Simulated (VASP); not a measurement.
Input of a VASP 6.6.1 run:

File INCAR:

```
PREC     = Accurate       # precision mode
ENCUT    = 600            # plane-wave cutoff, eV
EDIFF    = 1E-8           # SCF threshold, eV
ISMEAR   = 0              # smearing method
SIGMA    = 0.03           # smearing width, eV
LREAL    = False          # projectors in reciprocal space
LASPH    = True           # aspherical terms in the spheres
NELM     = 80             # most SCF steps
ALGO     = Fast           # electronic algorithm
ISIF     = 2              # what is computed and relaxed
LWAVE    = False          # write WAVECAR
LCHARG   = False          # write CHGCAR
GGA      = CA             # functional
LEPSILON = True           # dielectric tensor by DFPT
KPAR     = 2
```

The input KPOINTS:

```
Automatic mesh
0
Gamma
  21 21 6
```

The input POSCAR:

```
C                                       
1.0
    2.4462192788      0.0000000000      0.0000000000
   -1.2231096395      2.1184880387      0.0000000000
    0.0000000000      0.0000000000      6.5505956051
  C             
     4
Direct
     0.0000000000000000    0.0000000000000000    0.2500000000000000
     0.0000000000000000    0.0000000000000000    0.7500000000000000
     0.3333333300000021    0.6666666699999979    0.2500000000000000
     0.6666666699999979    0.3333333300000021    0.7500000000000000
```

Potentials or basis: VASP PAW LDA potentials, release 64 (C).

Command:

```sh
$ cat potpaw_LDA.64/C/POTCAR > POTCAR
$ mpirun -np 2 vasp_std > vasp.out
```

(1) Predict the electronic dielectric tensor (diagonal).

(2) Predict the Born charges (mean of the diagonal).

(3) Predict the band gap on the k mesh.

Results:

(1) 13014.03, 13014.03, 3.35.

(2) C -24.22, +24.22 e.

(3) none (metal or under the smearing width).
